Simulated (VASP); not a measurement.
# Al2Cu (Khatyrkite): single point with PBE

Al2Cu (Khatyrkite):

```
Cu Al
1.0
    -3.03350    3.03350    2.43850
     3.03350   -3.03350    2.43850
     3.03350    3.03350   -2.43850
Cu Al
2 4
Cartesian
  0.0000 0.0000 1.2192
  0.0000 0.0000 3.6578
  0.9592 2.0743 0.0000
  -0.9592 2.0743 2.4385
  2.0743 0.9592 2.4385
  3.9927 0.9592 0.0000
```

| Item | Value |
| --- | --- |
| Program | VASP 6.6.1 |
| Task | single point |
| Functional | PBE |
| Potentials or basis | VASP PAW PBE potentials, release 64 (Cu, Al) |
| Cutoff | 520 eV |
| k mesh | 7 × 7 × 7 |
| Occupations | fermi-dirac, width 0.05 eV |
| Spin | no spin polarisation |
| Further INCAR settings | ALGO = Normal; EDIFF = 1e-07; NBANDS = 26 |

```yaml
Pressure: -0.1 GPa
Band_gap_on_the_k_mesh: none (metal or under the smearing width)
```

Stress tensor (GPa, compression positive):
```
-0.31  0.00  0.00
 0.00 -0.31  0.00
 0.00  0.00  0.32
```

Levels at points of the mesh, in eV from the Fermi level:
```
           k point  band 15  band 16  band 17  band 18  band 19  band 20
(0.00, 0.00, 0.00)    -1.39    -1.25    -1.25    -0.91    -0.47    -0.03
```

Run time: 110 s on 1 thread of Intel(R) Xeon(R) Platinum 8375C CPU @ 2.90GHz (Ice Lake) (shared host), peak memory 0.27 GiB.
